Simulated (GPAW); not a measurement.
The system is TiO2.

```
Ti O
1.0
     4.59984    0.00000    0.00000
     0.00000    4.59984    0.00000
     0.00000    0.00000    2.95921
Ti O
2 4
Direct
  0.00000 0.00000 0.50000
  0.50000 0.50000 0.00000
  0.30432 0.30432 0.50000
  0.19568 0.80432 0.00000
  0.80432 0.19568 0.00000
  0.69568 0.69568 0.50000
```

The cell is a database's computed one.

- Program: GPAW 26.7.0
- Task: relaxation of cell and atoms
- Functional: PW91
- Potentials or basis: PAW data sets generated in the run's folder for this functional
- Cutoff: 800 eV
- Basis: pw
- k mesh: 4 × 4 × 6
- Occupations: fermi-dirac, width 0.05 eV
- Spin: no spin polarisation

At the start: pressure 4.5 GPa; volume 10.44 Å³/atom.

Q: How do energy, volume and symmetry change on relaxing?

A: Over 7 steps the energy falls by 3.4 meV/atom and the volume is 10.65 Å³/atom (+2.0 %); space group P4_2/mnm (No. 136, to 0.05 Å).

The path:
```
step  energy change (eV)  largest force (eV/Å)  pressure (GPa)  volume (Å³)
   1              0.0000                0.0216            4.52        62.61
   2             -0.0038                0.0051            3.98        62.74
   3             -0.0190                0.0815            0.19        63.74
   4             -0.0195                0.0636            0.00        63.81
   5             -0.0204                0.0010           -0.14        63.91
   6             -0.0205                0.0121           -0.07        63.90
   7             -0.0206                0.0267            0.07        63.88
```

Final structure:
```
Ti O
1.0
     4.63512    0.00000    0.00000
     0.00000    4.63512    0.00000
     0.00000    0.00000    2.97329
Ti O
2 4
Direct
  0.00000 0.00000 0.50000
  0.50000 0.50000 0.00000
  0.30508 0.30508 0.50000
  0.19492 0.80508 0.00000
  0.80508 0.19492 0.00000
  0.69492 0.69492 0.50000
```

Caveat: the k mesh is coarse; later steps reuse the first step's grids.
